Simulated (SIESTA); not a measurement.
# TaN: single point with PBE

Crystal: TaN.

```
Ta N
1.0
     0.00000    2.21132    2.21132
     2.21132    0.00000    2.21132
     2.21132    2.21132    0.00000
Ta N
1 1
Direct
  0.50000 0.50000 0.50000
  0.00000 0.00000 0.00000
```

The cell comes from a database or a generator and needn't be the stable form of this composition.

| Item | Value |
| --- | --- |
| Program | SIESTA 5.4.2 |
| Task | single point |
| Functional | PBE |
| Potentials or basis | PseudoDojo 0.4 standard (PBE files) |
| Basis | DZP (energy shift 0.003 Ry; two zetas on semicore shells) |
| Grid cutoff | 800 Ry |
| Energy shift | 0.003 Ry |
| k mesh | 10 × 10 × 10 |
| Occupations | fermi-dirac, width 0.05 eV |
| Spin | no spin polarisation |

```
Pressure               : 5.1 GPa
Band gap on the k mesh : none (metal or under the smearing width)
Hirshfeld charges      : Ta +0.35; N -0.35 e
Voronoi charges        : Ta +0.50; N -0.50 e
```

Levels at points of the mesh, in eV from the Fermi level:
```
           k point  band 5  band 6  band 7  band 8  band 9  band 10  band 11  band 12  band 13  band 14
(0.00, 0.00, 0.00)  -18.83   -3.81   -3.81   -3.81   -2.21    -2.21    -2.21    -0.08    -0.08     1.44
(0.50, 0.00, 0.00)  -15.89  -10.40   -7.61   -7.61    1.72     1.72     2.00     4.21     7.25     7.25
(0.00, 0.50, 0.00)  -15.89  -10.40   -7.61   -7.61    1.72     1.72     2.00     4.21     7.25     7.25
(0.50, 0.50, 0.00)  -17.59   -6.77   -5.52   -4.62   -4.62     1.91     3.29     3.29     4.36     7.43
(0.00, 0.00, 0.50)  -15.89  -10.40   -7.61   -7.61    1.72     1.72     2.00     4.21     7.25     7.25
(0.50, 0.00, 0.50)  -17.59   -6.77   -5.52   -4.62   -4.62     1.91     3.29     3.29     4.36     7.43
(0.00, 0.50, 0.50)  -17.59   -6.77   -5.52   -4.62   -4.62     1.91     3.29     3.29     4.36     7.43
(0.50, 0.50, 0.50)  -15.89  -10.40   -7.61   -7.61    1.72     1.72     2.00     4.21     7.25     7.25
```

Wall time 62 s on 1 thread of Arm Neoverse V2 (shared host), peak memory 0.28 GiB.

Caveat: Mulliken charges of long-ranged orbitals can have an unphysical sign; short orbitals over semicore shells can move pressures by several GPa; the basis of atomic orbitals isn't converged, which shifts pressures, moduli and gaps. The run has no spin-orbit coupling, so splittings on Ta are missing.
